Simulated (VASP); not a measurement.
# ZnO: cell and properties under strain in the plane, part 2 of 2

How does ZnO answer to strain in the plane, when the third axis is free? The starting structure is a measured crystal structure from the Crystallography Open Database. All runs use LDA. The equilibrium cell comes from relaxations that aren't shown. Its Cartesian x and y axes are then stretched or squeezed alike, and the third axis is relaxed.

VASP 6.6.1.

Results so far: no strain 0.0 GPa; -2 % along x and y 3.1 GPa; +2 % along x and y -3.0 GPa; -1 % along x and y 1.5 GPa.

## Step 6: Relaxation at +1 % along x and y

Level of this step: LDA; plane waves and PAW (Zn, O) (VASP).

This run starts from the cell of an earlier relaxation, which isn't shown; the restart sets up the plane waves anew.

INCAR

```
SYSTEM = ZnO
PREC = Accurate
ENCUT = 560
EDIFF = 1E-07
NELM = 100
ISMEAR = 0
SIGMA = 0.03
LREAL = .FALSE.
ALGO = Normal
GGA = CA
NBANDS = 24
LORBIT = 11
LWAVE = .FALSE.
LCHARG = .FALSE.
KPAR = 8
IBRION = 2
NSW = 50
ISIF = 3
EDIFFG = -0.003
LATTICE_CONSTRAINTS = .FALSE. .FALSE. .TRUE.
```

POSCAR

```
ZnO
1.0
    3.2270694795      0.0000000000      0.0000000000
   -1.6135347396      2.7947241463      0.0000000000
    0.0000000000      0.0000000000      5.1105092917
Zn O
2 2
Direct
    0.3333333300      0.6666666700      0.4975639860
    0.6666666700      0.3333333300      0.9975639860
    0.6666666700      0.3333333300      0.3814460140
    0.3333333300      0.6666666700      0.8814460140
```

KPOINTS

```
Automatic mesh
0
Gamma
9 9 4
0 0 0
```

PAW data sets: Zn and O (LDA family, release 64).

Command:

```bash
$ mpirun -np 8 vasp_std
```

The log of the run:

```text
[... set-up lines as in an earlier step ...]
 entering main loop
       N       E                     dE             d eps       ncg     rms          rms(c)
DAV:   1     0.289230135044E+03    0.28923E+03   -0.19405E+04  1744   0.233E+03
DAV:   2     0.441557062169E+01   -0.28481E+03   -0.27036E+03  1880   0.442E+02
DAV:   3    -0.237708671469E+02   -0.28186E+02   -0.27953E+02  1992   0.145E+02
DAV:   4    -0.242184174009E+02   -0.44755E+00   -0.44731E+00  1992   0.189E+01
[...]
DAV:  13    -0.211541559568E+02   -0.21851E-05   -0.82396E-06  2640   0.799E-02    0.126E-02
DAV:  14    -0.211541536314E+02    0.23254E-05   -0.44549E-06  2240   0.199E-02    0.319E-03
DAV:  15    -0.211541535947E+02    0.36685E-07   -0.62729E-07  1832   0.631E-03
   1 F= -.21154154E+02 E0= -.21154154E+02  d E =-.211542E+02
[...]
reached required accuracy - stopping structural energy minimisation
```

It took 14 s on 8 MPI ranks of AMD EPYC 7R13 (Zen 3), shared host; peak memory 1.2 GiB; 1.7 min of CPU time.

OUTCAR, selected parts (step 6):

```text
  Total       -0.6662144     -0.6662144     -0.0007972     -0.0000000     -0.0000000      0.0000000
  in kB      -23.1586457    -23.1586457     -0.0277126     -0.0000000     -0.0000000      0.0000000
  external PRESSURE =     -15.4483347 kB  Pullay stress =       0.0000000 kB

 POSITION                                       TOTAL-FORCE (eV/Angst)
 -----------------------------------------------------------------------------------
     -0.00000      1.86315      2.54281        -0.000000      0.000000     -0.002427
      1.61353      0.93157      5.09806         0.000000     -0.000000     -0.002427
      1.61353      0.93157      1.94938        -0.000000     -0.000000      0.002427
     -0.00000      1.86315      4.50464         0.000000     -0.000000      0.002427
 -----------------------------------------------------------------------------------
    total drift:                                0.000004     -0.000003     -0.002295

  FREE ENERGIE OF THE ION-ELECTRON SYSTEM (eV)
  ---------------------------------------------------
  free  energy   TOTEN  =       -21.1541535947 eV

  energy  without entropy=      -21.1541535947  energy(sigma->0) =      -21.15415359

[... 2 parts as in an earlier step ...]

[... 2 further parts left out ...]
[key lines of the parts left out:]
E-fermi :   1.2998
```

+1 % along x and y: 11.523 Å³ an atom and a mean stress of -1.54 GPa, with a third cell vector of 5.111 Å, and 0.808 eV of gap on the mesh. Further runs on this cell, not shown, give the modes B1 (2) 543.9, E2 (2) 440.5, E2 (1) 92.0 cm⁻¹.

## Step 7: Relaxation at -3 % along x and y

This run starts from the cell of an earlier relaxation, which isn't shown; the restart sets up the plane waves anew.

INCAR is that of step 6.

POSCAR

```
ZnO
1.0
    3.0992647476      0.0000000000      0.0000000000
   -1.5496323737      2.6840420019      0.0000000000
    0.0000000000      0.0000000000      5.3211877582
Zn O
2 2
Direct
    0.3333333300      0.6666666700      0.5081770782
    0.6666666700      0.3333333300      0.0081770782
    0.6666666700      0.3333333300      0.3708329218
    0.3333333300      0.6666666700      0.8708329218
```

KPOINTS is that of step 6.

Command:

```bash
$ mpirun -np 8 vasp_std
```

The log of the run:

```text
[... set-up lines as in an earlier step ...]
 entering main loop
       N       E                     dE             d eps       ncg     rms          rms(c)
DAV:   1     0.290364338026E+03    0.29036E+03   -0.19360E+04  1744   0.235E+03
DAV:   2     0.514558714851E+01   -0.28522E+03   -0.27059E+03  1848   0.447E+02
DAV:   3    -0.237349409111E+02   -0.28881E+02   -0.28648E+02  2024   0.146E+02
DAV:   4    -0.242049761744E+02   -0.47004E+00   -0.46964E+00  1904   0.196E+01
[...]
DAV:  13    -0.210977616337E+02   -0.79645E-06   -0.33456E-06  2544   0.581E-02    0.111E-02
DAV:  14    -0.210977597392E+02    0.18945E-05   -0.33021E-06  2616   0.242E-02    0.279E-03
DAV:  15    -0.210977596892E+02    0.49961E-07   -0.78625E-07  1800   0.684E-03
   1 F= -.21097760E+02 E0= -.21097760E+02  d E =-.210978E+02
[...]
reached required accuracy - stopping structural energy minimisation
```

Elapsed: 18 s, on 8 MPI ranks; peak memory 1.1 GiB.

OUTCAR, selected parts (step 7):

```text
  Total        1.9601366      1.9601366     -0.0092608      0.0000000     -0.0000000      0.0000000
  in kB       70.9480335     70.9480334     -0.3351998      0.0000000     -0.0000000      0.0000000
  external PRESSURE =      47.1869557 kB  Pullay stress =       0.0000000 kB

 POSITION                                       TOTAL-FORCE (eV/Angst)
 -----------------------------------------------------------------------------------
     -0.00000      1.78936      2.70411        -0.000000      0.000000      0.000792
      1.54963      0.89468      0.04351         0.000000     -0.000000      0.000792
      1.54963      0.89468      1.97327         0.000000     -0.000000     -0.000792
     -0.00000      1.78936      4.63387        -0.000000      0.000000     -0.000792
 -----------------------------------------------------------------------------------
    total drift:                                0.000004     -0.000001     -0.002359

  FREE ENERGIE OF THE ION-ELECTRON SYSTEM (eV)
  ---------------------------------------------------
  free  energy   TOTEN  =       -21.0977596892 eV

  energy  without entropy=      -21.0977596892  energy(sigma->0) =      -21.09775969

[... 2 parts as in an earlier step ...]

[... 2 further parts left out ...]
[key lines of the parts left out:]
E-fermi :   1.7956
```

-3 % along x and y: 11.066 Å³ an atom and a mean stress of 4.72 GPa, with a third cell vector of 5.321 Å, and 0.752 eV of gap on the mesh. Further runs on this cell, not shown, give the modes B1 (2) 591.7, E2 (2) 457.9, E2 (1) 82.5 cm⁻¹.

## Step 8: Relaxation at +3 % along x and y

This run starts from the cell of an earlier relaxation, which isn't shown; the restart sets up the plane waves anew.

INCAR is that of step 7.

POSCAR

```
ZnO
1.0
    3.2909718454      0.0000000000      0.0000000000
   -1.6454859225      2.8500652185      0.0000000000
    0.0000000000      0.0000000000      4.9940875417
Zn O
2 2
Direct
    0.3333333300      0.6666666700      0.4917313880
    0.6666666700      0.3333333300      0.9917313880
    0.6666666700      0.3333333300      0.3872786120
    0.3333333300      0.6666666700      0.8872786120
```

KPOINTS is that of step 7.

Command:

```bash
$ mpirun -np 8 vasp_std
```

The log of the run:

```text
[... set-up lines as in an earlier step ...]
 entering main loop
       N       E                     dE             d eps       ncg     rms          rms(c)
DAV:   1     0.285950676563E+03    0.28595E+03   -0.19412E+04  1736   0.230E+03
DAV:   2     0.375973970200E+01   -0.28219E+03   -0.26779E+03  1904   0.435E+02
DAV:   3    -0.237380487744E+02   -0.27498E+02   -0.27297E+02  1968   0.143E+02
DAV:   4    -0.241626247094E+02   -0.42458E+00   -0.42433E+00  1960   0.187E+01
[...]
DAV:  13    -0.211047250185E+02   -0.24085E-05   -0.10193E-05  2736   0.803E-02    0.130E-02
DAV:  14    -0.211047225877E+02    0.24308E-05   -0.56469E-06  1928   0.210E-02    0.285E-03
DAV:  15    -0.211047225944E+02   -0.66957E-08   -0.41009E-07  1848   0.524E-03
   1 F= -.21104723E+02 E0= -.21104723E+02  d E =-.211047E+02
[...]
reached required accuracy - stopping structural energy minimisation
```

The job ended after 14 s (8 MPI ranks; peak memory 1.2 GiB).

Parts of OUTCAR (step 8):

```text
  Total       -1.9047615     -1.9047615     -0.0021857     -0.0000000      0.0000000     -0.0000000
  in kB      -65.1502493    -65.1502492     -0.0747604     -0.0000000      0.0000000     -0.0000000
  external PRESSURE =     -43.4584196 kB  Pullay stress =       0.0000000 kB

 POSITION                                       TOTAL-FORCE (eV/Angst)
 -----------------------------------------------------------------------------------
     -0.00000      1.90004      2.45575         0.000000     -0.000000     -0.000486
      1.64549      0.95002      4.95279        -0.000000      0.000000     -0.000486
      1.64549      0.95002      1.93410        -0.000000      0.000000      0.000486
     -0.00000      1.90004      4.43115         0.000000     -0.000000      0.000486
 -----------------------------------------------------------------------------------
    total drift:                                0.000004     -0.000003     -0.001744

  FREE ENERGIE OF THE ION-ELECTRON SYSTEM (eV)
  ---------------------------------------------------
  free  energy   TOTEN  =       -21.1047225944 eV

  energy  without entropy=      -21.1047225944  energy(sigma->0) =      -21.10472259

[... 2 parts as in an earlier step ...]

[... 2 further parts left out ...]
[key lines of the parts left out:]
E-fermi :   1.1999
```

+3 % along x and y: 11.710 Å³ an atom and a mean stress of -4.35 GPa, with a third cell vector of 4.994 Å, and 0.821 eV of gap on the mesh. Further runs on this cell, not shown, give the modes B1 (2) 522.8, E2 (2) 426.3, E2 (1) 99.0 cm⁻¹.

## Step 9: All runs side by side

```csv
run,volume (Å³/atom),"mean stress, as a pressure (GPa)",third cell vector (Å),gap on the mesh (eV),B1 (2),E2 (2),E2 (1),core minutes
-3 % along x and y,11.066,4.72,5.321,0.752,591.7,457.9,82.5,2.45
-2 % along x and y,11.186,3.14,5.27,0.77,578.8,454.7,82.9,1.71
-1 % along x and y,11.304,1.54,5.218,0.785,567.0,450.5,84.2,1.73
no strain,11.416,-0.01,5.165,0.798,555.1,446.8,88.6,2.13
+1 % along x and y,11.523,-1.54,5.111,0.808,543.9,440.5,92.0,1.84
+2 % along x and y,11.621,-2.98,5.053,0.815,533.5,433.7,95.3,1.87
+3 % along x and y,11.71,-4.35,4.994,0.821,522.8,426.3,99.0,1.84
```

Modes are in cm⁻¹ and matched by symmetry and order, imaginary ones as negative numbers. A number in brackets counts the listed modes of one symmetry from the lowest. The symmetry labels come from an automatic analysis and can be wrong where levels nearly coincide. Core minutes are wall time times ranks of the run shown, on a shared host.

## Step 10: Summary of results

```json
{"mean stress, as a pressure at -3 % along x and y": "4.72 GPa", "mean stress, as a pressure at -2 % along x and y": "3.14 GPa", "mean stress, as a pressure at -1 % along x and y": "1.54 GPa", "mean stress, as a pressure at no strain": "-0.01 GPa", "mean stress, as a pressure at +1 % along x and y": "-1.54 GPa", "mean stress, as a pressure at +2 % along x and y": "-2.98 GPa", "mean stress, as a pressure at +3 % along x and y": "-4.35 GPa"}
```

**Reading.** From -3 % along x and y to +3 % along x and y the third cell vector of ZnO goes from 5.321 to 4.994 Å and the volume from 11.07 to 11.71 Å³ an atom. Over this range the gap on the mesh rises or stays level: 0.75, 0.77, 0.78, 0.80, 0.81, 0.82, 0.82 eV. Semilocal functionals give gaps that are too small, spin-orbit coupling is left out, and the mesh may miss the true band edges, by more at some strains than at others. Where bands change their order, the gap's trend can turn. The B1 (2) mode goes from 592 to 523 cm⁻¹. The E2 (2) mode goes from 458 to 426 cm⁻¹. The E2 (1) mode goes from 82 to 99 cm⁻¹. The frequencies are harmonic, and the splitting of polar modes by their long-range field is left out. Further runs on this material are not shown.

[Lines on the potential files, build, host, timing and source positions are cut from VASP's logs without a mark.]

[Logs are printed without paths, hosts, clocks, repeated set-up lines and the standing remarks that a program may print on its own settings, such as how far it seeks lower states.]

[Hosts, paths, dates, database ids (printed as entryN), source tags and the programs' standing remarks are cut or masked in the printed files.]
